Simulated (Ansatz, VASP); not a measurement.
Mg: VASP beside Ansatz

Contents of INCAR:

```
PREC = Accurate
ENCUT = 600
EDIFF = 1E-6
ISMEAR = -1
SIGMA = 0.05
LREAL = False
LASPH = True
NELM = 80
ALGO = Normal
ISIF = 3
LWAVE = False
LCHARG = False
GGA = PS
IBRION = 2
NSW = 60
EDIFFG = -0.01
```

KPOINTS

```
Automatic mesh
0
Gamma
  11 11 11
```

The input POSCAR:

```
Mg
1.0
   -1.8359916300      1.8359916300      1.6794040200
    1.8359916300     -1.8359916300      1.6794040200
    1.8359916300      1.8359916300     -1.6794040200
Mg
1
Direct
    0.0000000000      0.0000000000      0.0000000000
```

File input.yaml:

```yaml
crystal:
  lattice:
    - [-1.83599163, 1.83599163, 1.67940402]
    - [1.83599163, -1.83599163, 1.67940402]
    - [1.83599163, 1.83599163, -1.67940402]
  atoms:
    - { symbol: Mg, position: [0.0, 0.0, 0.0] }
hamiltonian:
  xc: pbesol
  pseudopotentials: { kind: paw }
kpoints:
  mp_grid: { grid: [11, 11, 11] }
scf:
  occupations: { method: fermi_dirac, width: 0.05 }
output:
  forces: true
  stress: true
  eigenvalues: true
relax:
  f_tol: 0.01
  max_steps: 40
  cell: { stress_tol: 0.05 }
```

This isn't the form of Mg at room conditions, which is hcp.

Alike in both runs: task relaxation of cell and atoms; functional PBEsol; k mesh 11 × 11 × 11; occupations fermi-dirac, width 0.05 eV; no spin polarisation.

|  | VASP | Ansatz |
| --- | --- | --- |
| version | VASP 6.6.1 | Ansatz 0.2.0 |
| potentials or method | VASP PAW PBE potentials, release 64 (Mg) | Ansatz PAW |
| plane-wave cutoff (eV) | 600 | 420 |
| valence electrons in the cell | 2 | 10 |

VASP gave:

```
gap on the k mesh at the Fermi level, each at its own relaxed structure (eV) : none
relaxed volume (Å³/atom)                                                     : 22.38
relaxed cell length with the largest relative difference (Å)                 : 3.075
energy change over the relaxation (meV/atom)                                 : -3
```

Problem. Which values does Ansatz return?

Solution. gap on the k mesh at the Fermi level, each at its own relaxed structure (eV): none; relaxed volume (Å³/atom): 22.41; relaxed cell length with the largest relative difference (Å): 3.076; energy change over the relaxation (meV/atom): -3.

A gap of «none» marks a metal or a gap that the smearing closes. The two sets of potentials don't hold the same shells in valence.

Caveats: the PAW data sets were made with another functional, which shifts forces and pressure a little (VASP); the plane-wave basis is chosen anew once the cell has moved, so the energies of steps on either side of that aren't comparable (Ansatz); the PAW data sets come from PBE, with cores solved anew for the run's functional, which leaves a small shift of forces and pressure (Ansatz).
